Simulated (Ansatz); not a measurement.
Write the native input for Ansatz 0.2.0 that does the following.

- Task: ladder of functionals
- Functional: PBE
- Dispersion: D3(BJ)
- Potentials or basis: Ansatz NC
- Cutoff: 1088 eV (not typed: the program's choice for these potentials)
- k mesh: 12 × 12 × 12
- Occupations: fixed
- Spin: no spin polarisation

The system is Si2Mo.

```
Mo Si
1.0
    -1.60000    1.60000    3.93050
     1.60000   -1.60000    3.93050
     1.60000    1.60000   -3.93050
Mo Si
1 2
Direct
  0.00000 0.00000 0.00000
  0.66700 0.66700 0.00000
  0.33300 0.33300 0.00000
```

One way to write it, as run:

input.yaml

```yaml
crystal:
  lattice: { a: 3.2, b: 3.2, c: 7.861, alpha: 90.0, beta: 90.0, gamma: 90.0 }
  space_group: 139
  reduce_to_primitive: true
  atoms:
    - { symbol: Mo, wyckoff: "2a", position: [0.0, 0.0, 0.0] }
    - { symbol: Si, wyckoff: "4e", position: [0.5, 0.5, 0.167] }
hamiltonian:
  xc: pbe
  pseudopotentials: { kind: nc }
  dispersion: d3bj
kpoints:
  mp_grid: { grid: [12, 12, 12] }
scf:
  occupations: { method: fixed }
output:
  forces: true
  stress: true
  eigenvalues: true
  xc_energy_on_converged_density: [lda, pbesol, rpbe, revpbe, blyp, r2scan]
```

Potentials or basis: Ansatz NC.

Command:

```sh
$ ansatz run input.yaml --threads 2 --pin off --max-ram 5120MiB --backend cpu --events-out ev --progress --plain --runs-dir out
```

It gave:

- Pressure: -4.8 GPa
- Largest force: 0.387 eV/Å
- Band gap on the k mesh: none (metal or under the smearing width)

Caveat: pairwise dispersion overbinds metals, which lowers pressure and volume.

Run time: 7.2 s on 2 threads of Intel(R) Xeon(R) 6975P-C (Granite Rapids), on a shared host, peak memory 0.56 GiB.
